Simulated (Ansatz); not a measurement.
# ZrC: a jump of H

Aim: the barrier when interstitial H hops to an equivalent place in ZrC, in a supercell of 16 host sites. The ends are relaxed and joined by a climbing-image nudged elastic band.

Program: Ansatz 0.2.0. Level of theory: DFT PBE, scalar-relativistic, plane waves, PAW. These are calculated values, not measurements.

2 further runs of the same task are left out: 2 set aside as unsound or not needed.

**1. The starting structure**

It takes space group Fm-3m (No. 225, cubic). Conventional cell: a = 4.709 Å, b = 4.709 Å, c = 4.709 Å, α = 90.00°, β = 90.00°, γ = 90.00°. Zr (site symmetry m-3m) is surrounded by 6 C at 2.35 Å. C (site symmetry m-3m) is surrounded by 6 Zr at 2.35 Å.

Structure file:

```
Zr C
1.0
     0.00000    2.35433    2.35433
     2.35433    0.00000    2.35433
     2.35433    2.35433    0.00000
Zr C
1 1
Direct
  0.00000 0.00000 0.00000
  0.50000 0.50000 0.50000
```

It goes back to an entry of the Materials Project.

This cell was relaxed beforehand with the same method: volume 13.05 Å³/atom, gap on the mesh none (metal).

**2. Relaxing the first end**

The supercell's rows are 0 -2 2; 0 0 2; -2 0 2 in vectors of the relaxed cell. Atom 17 is the H that will move.

input.yaml reads:

```yaml
crystal:
  lattice:
    - [0.0, 4.7086682164, -4.7086682164]
    - [4.7086682164, 4.7086682164, 0.0]
    - [4.7086682164, 0.0, -4.7086682164]
  atoms:
    - { symbol: Zr, position: [0.5, 0.5, 0.0] }
    - { symbol: Zr, position: [0.5, 0.0, 0.0] }
    - { symbol: Zr, position: [1.0, 0.5, 0.0] }
    - { symbol: Zr, position: [1.0, 0.0, 0.0] }
    - { symbol: Zr, position: [0.5, 0.5, 0.5] }
    - { symbol: Zr, position: [0.5, 0.0, 0.5] }
    - { symbol: Zr, position: [1.0, 0.5, 0.5] }
    - { symbol: Zr, position: [1.0, 0.0, 0.5] }
    - { symbol: C, position: [0.25, 0.75, 0.25] }
    - { symbol: C, position: [0.25, 0.25, 0.25] }
    - { symbol: C, position: [0.75, 0.75, 0.25] }
    - { symbol: C, position: [0.75, 0.25, 0.25] }
    - { symbol: C, position: [0.25, 0.75, 0.75] }
    - { symbol: C, position: [0.25, 0.25, 0.75] }
    - { symbol: C, position: [0.75, 0.75, 0.75] }
    - { symbol: C, position: [0.75, 0.25, 0.75] }
    - { symbol: H, position: [0.8512736751, 0.3843017324, 0.8978541209] }
basis:
  ecutwfc: 420
  xc_grid: 2
kpoints:
  mp_grid: { grid: [4, 4, 4], shift: [0.0, 0.0, 0.0] }
hamiltonian:
  xc: pbe
scf:
  occupations: { method: gaussian, width: 0.1 }
output:
  forces: true
  stress: false
  eigenvalues: true
relax:
  adjacent_minimum: "off"
  f_tol: 0.02
  max_steps: 60
```

Command:

```sh
$ ansatz run input.yaml --threads 4 --pin off --max-ram 8192MiB --backend cpu --events-out ev --progress --plain --runs-dir out
```

Further runs follow: nudged elastic band, a jump of 2.35 Å.

Q: Predict the outcome of this session. Wanted: barrier forwards; barrier backwards; second end relative to first; highest image; neighbours of H at the start; at the top.

The runs gave:

```
                                quantity                                                                                        value
                        barrier forwards                                                                                     0.020 eV
                       barrier backwards                                                                                     0.020 eV
            second end relative to first                                                                                     0.000 eV
                           highest image                                                                        5 of 0 to 6, climbing
                         band iterations                                                                                           16
neighbours of H at the start; at the top  4 Zr at 2.06 Å, 4 C at 2.07 Å; 1 C at 1.82 Å, 3 Zr at 2.01 Å, 3 C at 2.16 Å, 1 Zr at 2.26 Å
```

**Reading.** The top lies 0.020 eV above the first end, or 0.8 kT at room temperature. The ends differ by 1 meV at most. The band dips to -0.49 eV at image 4, below both ends, so a lower minimum lies on the way, and the climb from that dip is 0.51 eV. The input switches the test of curvatures off, so the top was not shown to be a first-order saddle. An image lies below the start, so the start is not the lowest place along this path. The small cell leaves errors of about a tenth of an eV.
